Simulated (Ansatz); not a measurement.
# Ru: zone-centre modes under pressure

Ru, P6_3/mmc, a = 2.722 Å, c = 4.297 Å. Ansatz: PBE, PAW, 420 eV, Γ-centred 18×18×10 mesh on 2 atoms, Fermi-Dirac smearing 0.15 eV; no spin polarisation. Cell and atoms are relaxed at each pressure with the symmetry kept; optical modes at Γ by linear response, in cm⁻¹, matched by rank (the highest 2 distinct ones).

```
P (GPa) V (Å³/atom)     ω1     ω2
      0       13.789  190.2  246.6
      7       13.496  196.5  261.9
     18       13.097  205.4  283.4
     35       12.590      ?      ?
```

Get each mode's Grüneisen parameter γ = −d ln ω/d ln V from the other rows and predict the missing frequencies.

ln(V/V0) = 0.0000, -0.0215, -0.0515, -0.0910; a line through ln(ω/ω0) of the 3 known rows gives ω1: γ = 1.492 (intercept 0.0002), predicted 217.9, computed 217.4; ω2: γ = 2.696 (intercept 0.0008), predicted 315.4, computed 312.2. The worst miss is 1.0 %: γ isn't constant over this range. In a metal these frequencies hang on the mesh and smearing.

Cost: 4 runs of about 1.7 core-minutes in all, on AMD EPYC 9R45 (Zen 5) (shared hosts).